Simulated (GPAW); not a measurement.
GaN in GPAW: convergence with plane-wave cutoff (eV)

Input of the first run (plane-wave cutoff (eV) 300); the others differ in this setting and in those tied to it:

Contents of run.py:

```python
from ase.dft.bandgap import bandgap
from ase.io import read, write
from ase.units import GPa
from gpaw import GPAW, PW, setup_paths

setup_paths.insert(0, '.')

atoms = read('POSCAR')

calc = GPAW(mode=PW(300),
            xc='PBEsol',
            kpts={'size': (8, 8, 8), 'gamma': True},
            occupations={'name': 'fermi-dirac', 'width': 0.05},
            nbands=11,
            convergence={'density': 1e-05, 'energy': 1e-05},
            maxiter=100,
            txt='gpaw.txt')
atoms.calc = calc
energy = atoms.get_potential_energy()
forces = atoms.get_forces()
stress = atoms.get_stress()
calc.write('gs.gpw')
write('result.traj', atoms)
print(f'Energy: {energy:.6f} eV')
print('Forces (eV/A):')
print(forces.round(4))
print('Stress (GPa):', (stress / GPa).round(3))
print('Fermi level:', round(calc.get_fermi_level(), 4), 'eV')
print(f'Gap: {bandgap(calc)[0]:.4f} eV, direct: {bandgap(calc, direct=True)[0]:.4f} eV')
```

POSCAR

```
GaN
1.0
    2.9806400175      0.0000000000      0.0000000000
   -1.4903200088      2.5813099747      0.0000000000
    0.0000000000      0.0000000000      2.6833700000
Ga N
1 1
Direct
    0.6666700000      0.3333300000      0.5000000000
    0.0000033333     -0.0000033333      0.0000000000
```

Potentials or basis: PAW data sets generated in the run's folder for this functional, pw.

Launch:

```console
$ gpaw-setup -f PBEsol Ga N
$ OMP_NUM_THREADS=1 python run.py
```

The cell was built by a generator and needn't be a form met in nature.

Hardware: 1 thread of Arm Neoverse V2 (shared host).

The values tried are 300, 350, 400, 500, 600, 700, 800, 1000, 1200, loosest first. From which on does the pressure stay within 0.1 GPa of the tightest run that finished?

From 1000 on.

| plane-wave cutoff (eV) | energy less the tightest run, at zero smearing (meV/atom) | pressure (GPa) | SCF cycles | CPU time (s) | peak memory (GiB) |
| --- | --- | --- | --- | --- | --- |
| 300 | 2537.73 | -70.08 | 10 | 7.9 | 0.13 |
| 350 | 1536.69 | -56.37 | 10 | 8.9 | 0.13 |
| 400 | 917.48 | -42.48 | 10 | 9.6 | 0.13 |
| 500 | 292.76 | -21.21 | 10 | 11 | 0.14 |
| 600 | 88.10 | -10.77 | 10 | 15 | 0.15 |
| 700 | 22.21 | -6.25 | 10 | 17 | 0.16 |
| 800 | 5.72 | -4.73 | 10 | 18 | 0.17 |
| 1000 | 0.75 | -4.14 | 10 | 26 | 0.19 |
| 1200 | 0.00 | -4.12 | 10 | 33 | 0.22 |

Against the tightest run, the energy stays within 1 meV/atom from 1000 on. The tightest run that finished is the yardstick and may itself not be fully converged.
